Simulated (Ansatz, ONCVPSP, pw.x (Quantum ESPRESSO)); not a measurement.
**What a changed setting does to a pw.x run (bcc Mg)**

Potential: optimised norm-conserving Vanderbilt (ONCV), ONCVPSP 4.0.1, PBE; core [Ne], reference 3s2; waves: 3s: rc 2.35 bohr, ncon 4, nbas 7, qcut 2.6 1/bohr, 2 projectors, debl 0.45 Ha; p scattering state at 0.05 Ha: rc 2.00 bohr, ncon 4, nbas 8, qcut 4.4 1/bohr, 2 projectors, debl 3.8 Ha; d scattering state at 0.02 Ha: rc 1.85 bohr, ncon 4, nbas 7, qcut 6.2 1/bohr, 2 projectors, debl 0.4 Ha; local part: polynomial inside 1.65 bohr (lpopt 5, dvloc0 1 Ha); core correction: Teter function, fcfact 4, rcfact 1.15.

The reference run (k-mesh 13³, cutoffs 50/200 Ry, Fermi–Dirac 0.01 Ry, mixing_beta 0.4, conv_thr 1e-9, no spin) gives 0.60 GPa at 22.870 Å³/atom, where all-electron LAPW gives 0.19 GPa. This run, with its own iteration cap, changes conv_thr to 1e-12.

```
&control
  calculation='scf', prefix='x', pseudo_dir='./', outdir='./tmp', tstress=.true., disk_io='none'
/
&system
  ibrav=0, nat=1, ntyp=1, ecutwfc=50, ecutrho=200, nbnd=8,
  occupations='smearing', smearing='fd', degauss=0.01
/
&electrons
  conv_thr=1e-12, mixing_beta=0.4, electron_maxstep=70
/
ATOMIC_SPECIES
Mg 1.0 Mg.UPF
CELL_PARAMETERS angstrom
  -1.78814222 1.78814222 1.78814222
  1.78814222 -1.78814222 1.78814222
  1.78814222 1.78814222 -1.78814222
ATOMIC_POSITIONS crystal
Mg 0.0000 0.0000 0.0000
K_POINTS automatic
13 13 13 0 0 0
```

```bash
pw.x < Mg.scf.in > Mg.scf.out
```

Question: How does the run end?

Answer: It converges in 8 iterations; the free energy moves by +0.0 meV/atom and the pressure by +0.00 GPa. The result is that of the reference run.

```
Message from routine setup:
     using ibrav=0 with symmetry is DISCOURAGED, use correct ibrav instead
     lattice parameter (alat)  =       5.8528  a.u.
     unit-cell volume          =     154.3344 (a.u.)^3
     number of electrons       =         2.00
     number of Kohn-Sham states=            8
     kinetic-energy cutoff     =      50.0000  Ry
     charge density cutoff     =     200.0000  Ry
     scf convergence threshold =      1.0E-12
     Exchange-correlation= PBE
     number of k points=    84  Fermi-Dirac smearing, width (Ry)=  0.0100
     iteration #  1     ecut=    50.00 Ry     beta= 0.40
     total energy              =      -1.92586576 Ry
     estimated scf accuracy    <       0.00376612 Ry
     iteration #  2     ecut=    50.00 Ry     beta= 0.40
     total energy              =      -1.92572659 Ry
     estimated scf accuracy    <       0.00133661 Ry
     iteration #  3     ecut=    50.00 Ry     beta= 0.40
     total energy              =      -1.92573321 Ry
     estimated scf accuracy    <       0.00000005 Ry
     [... 2 iterations left out ...]
     iteration #  6     ecut=    50.00 Ry     beta= 0.40
     total energy              =      -1.92573341 Ry
     estimated scf accuracy    <          3.9E-11 Ry
     iteration #  7     ecut=    50.00 Ry     beta= 0.40
     total energy              =      -1.92573341 Ry
     estimated scf accuracy    <          5.8E-12 Ry
     iteration #  8     ecut=    50.00 Ry     beta= 0.40
     the Fermi energy is     3.7120 ev
!    total energy              =      -1.92573341 Ry
     estimated scf accuracy    <          6.1E-13 Ry
     smearing contrib. (-TS)   =      -0.00215209 Ry
     The total energy is F=E-TS. E is the sum of the following terms:
     one-electron contribution =       1.27212449 Ry
     hartree contribution      =       0.00348428 Ry
     xc contribution           =      -1.04522338 Ry
     ewald contribution        =      -2.15396673 Ry
     convergence has been achieved in   8 iterations
          total   stress  (Ry/bohr**3)                   (kbar)     P=        5.97
     Message from routine punch:
     Nothing written, as per user request (disk_io='none')
```

The run took about 5.8 s on one core of a shared server CPU.
